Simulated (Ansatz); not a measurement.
# Li3N under a change: tensor shear ε_xy = −2.32 %

The reference is Li3N (space group P6/mmm, No. 191; a = 3.6344 Å, c = 3.8645 Å). Axes: x lies along a and z along c of the hexagonal cell.

Now apply this change: tensor shear ε_xy = −2.32 % (engineering shear γ = -0.0464); the atoms relax in the strained cell.

Method: Ansatz (a quantum-chemistry and plane-wave program), PBE, PAW, cutoff 420 eV, no spin-orbit coupling. Γ-centred 10×10×9 mesh, Fermi–Dirac width 0.05 eV.

The volume per atom remains 11.05 Å³ and the space group becomes P2/m (No. 10) (base: P6/mmm (No. 191)). The shortest interatomic distance is still 1.932 Å and the energy goes up by 3.4 meV/atom. The pressure (mean of the normal stresses, compression positive) goes from zero to 0.18 GPa and the band gap drops by 0.03 eV (1.06 eV → 1.03 eV). The gap character is indirect, Z → Γ and the smallest direct gap decreases by 0.04 eV, from 1.27 eV to 1.23 eV. The valley order (the lowest conduction-band minima on the path, energy above the VBM, named in the base's zone) comes out as Γ 1.03 eV; L (1/2, 1/2, 1/2) 1.06 eV; L (0, 1/2, 1/2) 1.16 eV; L (1/2, 0, 1/2) 1.26 eV and the largest internal atomic displacement is 0.020 Å. The stress (xx, yy, zz, yz, xz, xy; compression positive) amounts to (0.45, 0.08, 0.02, 0.00, 0.00, 2.13) GPa.

Final structure:

```yaml
crystal:
  lattice:
    - [3.63435, -0.08432, 0.00000]
    - [-1.89020, 3.18960, 0.00000]
    - [0.00000, 0.00000, 3.86452]
  atoms:
    - { symbol: Li, position: [0.00000, 0.00000, 0.50000] }
    - { symbol: Li, position: [0.33864, 0.66617, 0.00000] }
    - { symbol: Li, position: [0.66136, 0.33383, 0.00000] }
    - { symbol: N, position: [0.00000, 0.00000, 0.00000] }
```

Gaps are Kohn–Sham eigenvalue differences; semilocal functionals usually give less than the measured gap. Stability against distortions was not tested. Labels are those of the standard path for the cell's own space group.
